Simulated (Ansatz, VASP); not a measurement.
## BAs in VASP and in Ansatz

```
CELL_PARAMETERS angstrom
0.00000 2.38387 2.38387
2.38387 0.00000 2.38387
2.38387 2.38387 0.00000
ATOMIC_POSITIONS crystal
B 0.00000 0.00000 0.00000
As 0.25000 0.25000 0.25000
```

Alike in both runs: task single point; functional PBEsol; k mesh 8 × 8 × 8; non-collinear spin, spin-orbit coupling.

|  | VASP | Ansatz |
| --- | --- | --- |
| version | VASP 6.6.1 | Ansatz 0.2.0 |
| potentials or method | VASP PAW PBE potentials, release 64 (B, As) | plane waves, PAW |
| plane-wave cutoff (eV) | 520 | 420 |
| occupations | gaussian, width 0.01 eV | fixed |
| valence electrons in the cell | 8 | 18 |

```tsv
	VASP	Ansatz	Ansatz less VASP
gap on the k mesh at the Fermi level (eV)	1.02	1.03	+0.009
least direct gap on the mesh (eV)	3.04	3.04	-0.001
net moment per atom (μB)	0.00	0.00	0.000
```

The two sets of potentials don't hold the same shells in valence. Ansatz warned: «pseudo_functional_mismatch».
